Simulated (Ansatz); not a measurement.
CsBr at -1 GPa: from Born charge to LO–TO splitting and polaron coupling

Theory: Ansatz 0.2.0, DFT PBEsol, scalar-relativistic, plane waves, PAW. Plane waves to 420 eV; Γ-centred k mesh 6×6×6; fixed occupations. No spin polarisation. Phonons by linear response, acoustic sum rule imposed.

The cell, relaxed at -1 GPa:
```cif
data_structure
_symmetry_space_group_name_H-M 'Pm-3m'
_symmetry_Int_Tables_number 221
_cell_length_a 4.3529
_cell_length_b 4.3529
_cell_length_c 4.3529
_cell_angle_alpha 90.000
_cell_angle_beta 90.000
_cell_angle_gamma 90.000
_cell_volume 82.48
loop_
_atom_site_label
_atom_site_type_symbol
_atom_site_symmetry_multiplicity
_atom_site_Wyckoff_symbol
_atom_site_fract_x
_atom_site_fract_y
_atom_site_fract_z
_atom_site_occupancy
Cs1 Cs 1 a 0.00000 0.00000 0.00000 1
Br1 Br 1 b 0.50000 0.50000 0.50000 1
```

Spin–orbit coupling is left out, which matters for heavy elements.

Linear response gives ν_TO = 52.2 cm⁻¹, Born charges ±1.322 e (positive on Cs) and ε∞ = 3.029. The primitive cell holds 82.479 Å³, and the masses are 132.905 and 79.904 amu.

Question: Find ν_LO and the static dielectric constant.

Answer: The long-wave field adds a restoring force: ω_LO² − ω_TO² = Z*²e²/(ε_vac ε∞ μV). In these units ν_LO² − ν_TO² = 4.92064×10⁷ Z*²/(μ V ε∞) cm⁻², with μ = m₁m₂/(m₁ + m₂) = 49.902 amu: 6897 cm⁻². So ν_LO = √(52.2² + 6897) = 98.1 cm⁻¹, and the run gives 98.1. Lyddane–Sachs–Teller then gives ε0 = ε∞ (ν_LO/ν_TO)² = 10.69, against 10.69 in the run (it forms both from the same three quantities, so the match checks the arithmetic only). Between ν_TO and ν_LO the dielectric function is negative and an undamped crystal reflects fully: a reststrahlen band from 101.9 to 191.5 μm.

Question: What do the Clausius–Mossotti polarisability and the Szigeti charge come to?

Answer: With the Lorentz local field, α = (3V/4π)(ε∞ − 1)/(ε∞ + 2) = 7.94 Å³ for the pair, and e_S = 3Z*/(ε∞ + 2) = 0.79 e. The Born charge includes the electrons' response to the dipole's own local field, and e_S takes that enhancement out. The Lorentz field assumes point-like polarisable ions, a fair picture at this small ε∞.

Question: How strongly does a slow electron couple to the LO mode?

Answer: For one isotropic parabolic band, Fröhlich's constant is α_F = (1/ε∞ − 1/ε0) √(m* Ry/ħω_LO), with Ry = 13.606 eV, ħω_LO = 12.2 meV and m* in free-electron masses: α_F = 0.2366 × 33.45 × √m* = 7.91 √m*. The band mass isn't part of this run; for m* = 0.1, 0.3 and 1 it gives 2.50, 4.33, 7.91. In weak coupling the polaron lies α_F ħω_LO below the band edge (53 meV at m* = 0.3) with a mass m*(1 + α_F/6); past α_F of about 5 or 6 that expansion fails. A semilocal functional's ε∞ tends to be too large, which taken alone lowers α_F.

Cost: 1 run of about 0.46 core-minutes, on AMD EPYC 7R43 (Zen 3) (shared hosts).